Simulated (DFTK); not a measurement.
## InP under changes of volume

One of the cells (25.167 Å³/atom); the others are scaled copies at fixed shape and fractional positions:

```
In P
1.0
     0.00000    2.93050    2.93050
     2.93050    0.00000    2.93050
     2.93050    2.93050    0.00000
In P
1 1
Cartesian
  0.0000 0.0000 0.0000
  4.3957 4.3957 4.3957
```

```yaml
Program: DFTK 0.8.2
Functional: PBEsol
Potentials_or_basis: dojo.nc.sr.pbesol.v0_4_1.standard.upf (PBEsol)
Cutoff: 952 eV
k_mesh: 8 × 8 × 8
Occupations: fermi-dirac, width 0.05 eV
Spin: no spin polarisation
```

```csv
volume (Å³/atom),energy over the lowest point (meV/atom),pressure (GPa),gap on the mesh (eV)
23.657,?,?,?
24.160,14.05,3.8,0.83
24.663,4.62,2.2,0.72
25.167,0.11,0.7,0.61
25.670,0.00,-0.6,0.51
26.173,3.82,-1.8,0.40
26.677,11.16,-2.9,0.30
```

Q: What does the run at 23.657 Å³/atom give?

A: Energy over the lowest point 28.96 meV/atom; pressure 5.7 GPa; gap on the mesh 0.95 eV.

Worked out: A Birch-Murnaghan fit of order 3 (a polynomial in V^(-2/3)) to the other rows has its minimum at 25.43 Å³/atom with B0 = V·E''(V) = 67 GPa and B' = 4.7. It gives 28.99 meV/atom at 23.657 Å³/atom, against the run's 28.96, and -dE/dV = 5.7 GPa, against 5.7. A straight line through the other rows of the gap, of slope -5.35 eV per unit of ln V (its deformation potential), extrapolates to 0.94 eV, against the run's 0.95.

Energies are extrapolated to zero smearing.

Caveats: spin-orbit coupling is left out, which moves the levels of the heavy elements.
